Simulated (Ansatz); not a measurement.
ZrC:

```xyz
4
Lattice="3.3915 0.0000 0.0000 -1.6957 2.9371 0.0000 0.0000 0.0000 5.2901" Properties=species:S:1:pos:R:3 pbc="T T T"
Zr    1.6957    0.9790    3.9675
Zr    0.0000    1.9581    1.3225
C     0.0000    0.0000    2.6450
C     0.0000    0.0000    0.0000
```

The cell comes from a database or a generator and needn't be the stable form of this composition.

- Program: Ansatz 0.2.0
- Task: relaxation of cell and atoms
- Functional: PBE0
- Potentials or basis: Ansatz PAW
- Cutoff: 420 eV (not typed: the program's choice for these potentials)
- k mesh: 6 × 6 × 4
- Occupations: fermi-dirac, width 0.05 eV
- Spin: no spin polarisation

At the start: volume 13.17 Å³/atom.

**Question.** How do energy, volume and symmetry change on relaxing?

**Answer.** It ends after 5 steps and the volume is 12.84 Å³/atom (-2.5 %); space group P6_3/mmc (No. 194, to 0.05 Å).

Step by step:
| step | energy change (eV) | largest force (eV/Å) | volume (Å³) |
| --- | --- | --- | --- |
| 1 | 0.0000 | 0.0000 | 52.69 |
| 2 | -0.0313 | 0.0000 | 51.41 |
| 3 | -0.0315 | 0.0000 | 51.38 |
| 4 | -0.0315 | 0.0000 | 51.38 |
| 5 | -0.0303 | 0.0000 | 51.38 |

Final structure:
```
Zr C
1.0
     3.34803    0.00000    0.00000
    -1.67402    2.89948    0.00000
     0.00000    0.00000    5.29244
Zr C
2 2
Direct
  0.66667 0.33333 0.75000
  0.33333 0.66667 0.25000
  0.00000 0.00000 0.50000
  0.00000 0.00000 0.00000
```

Caveat: the plane-wave basis is chosen anew once the cell has moved, so the energies of steps on either side of that aren't comparable; the PAW data sets come from PBE, with cores solved anew for the run's functional, which leaves a small shift of forces and pressure.
